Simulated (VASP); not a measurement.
Runs of VASP 6.6.1 on C. It takes space group Fm-3m (No. 225, cubic). The conventional cell has a = 3.161 Å, b = 3.161 Å, c = 3.161 Å, α = 90.00°, β = 90.00°, γ = 90.00°. C (site symmetry m-3m) has 12 C at 2.23 Å as nearest neighbours. This isn't the form of C at room conditions, which is graphite.

| cell | k mesh | gap on the mesh (eV) | pressure (GPa) |
| --- | --- | --- | --- |
| Fm-3m, 7.89 Å³/atom | 19 × 19 × 19 | none | (a) |
| Fm-3m, 8.22 Å³/atom | 19 × 19 × 19 | none | -0.2 |
| Fm-3m, 8.22 Å³/atom | 28 × 28 × 28 | none | 0.1 |
| Fm-3m, 9.21 Å³/atom | 19 × 19 × 19 | none | -11.0 |

Alike in all rows: task single point; level BLYP; potentials or basis VASP PAW PBE potentials, release 64 (C); no spin polarisation; cutoff (eV) 520; smearing fermi-dirac 0.1 eV.

Estimate the missing entries.

(a) 5.1.

Caveats: the PAW data sets were made with another functional, which shifts forces and pressure a little.

A gap of «none» marks a metal or a gap under the smearing width.
